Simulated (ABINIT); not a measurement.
Crystal: Ge.

```
Ge
1.0
     1.39715   -2.60052    0.00000
     1.39715    2.60052    0.00000
     0.00000    0.00000    2.69823
Ge
1
Direct
  0.50000 0.50000 0.00000
```

This isn't the form of Ge at room conditions, which is diamond.

| Item | Value |
| --- | --- |
| Program | ABINIT 10.8.3 (patched build) |
| Task | relaxation of cell and atoms |
| Functional | LDA |
| Potentials or basis | JTH PAW LDA v2.0 |
| Cutoff | 599 eV |
| k mesh | 11 × 11 × 10 |
| Occupations | fermi-dirac, width 0.05 eV |
| Spin | no spin polarisation |

At the start: pressure -5.4 GPa; volume 19.61 Å³/atom.

Q: How do energy, volume and symmetry change on relaxing?

A: Over 12 steps the energy falls by 32.6 meV/atom and the volume is 18.04 Å³/atom (-8.0 %); space group Cmmm (No. 65, to 0.05 Å).

The path:
| step | energy change (eV) | largest force (eV/Å) | pressure (GPa) | volume (Å³) |
| --- | --- | --- | --- | --- |
| 1 | 0.0000 | 0.0000 | -5.40 | 19.61 |
| 2 | -0.0105 | 0.0000 | -4.46 | 19.29 |
| 3 | -0.0302 | 0.0000 | 0.97 | 17.87 |
| 4 | -0.0308 | 0.0000 | 0.19 | 18.04 |
| 5 | -0.0312 | 0.0000 | -0.05 | 18.09 |
| 6 | -0.0321 | 0.0000 | -0.32 | 18.13 |
| 7 | -0.0324 | 0.0000 | -0.17 | 18.09 |
| 8 | -0.0325 | 0.0000 | 0.04 | 18.04 |
| 9 | -0.0325 | 0.0000 | 0.06 | 18.03 |
| 10 | -0.0325 | 0.0000 | 0.04 | 18.04 |
| 11 | -0.0325 | 0.0000 | -0.01 | 18.05 |
| 12 | -0.0326 | 0.0000 | -0.01 | 18.04 |

Final structure:
```
Ge
1.0
     1.39074   -2.44530    0.00000
     1.39074    2.44530    0.00000
     0.00000    0.00000    2.65300
Ge
1
Direct
  0.50000 0.50000 0.00000
```
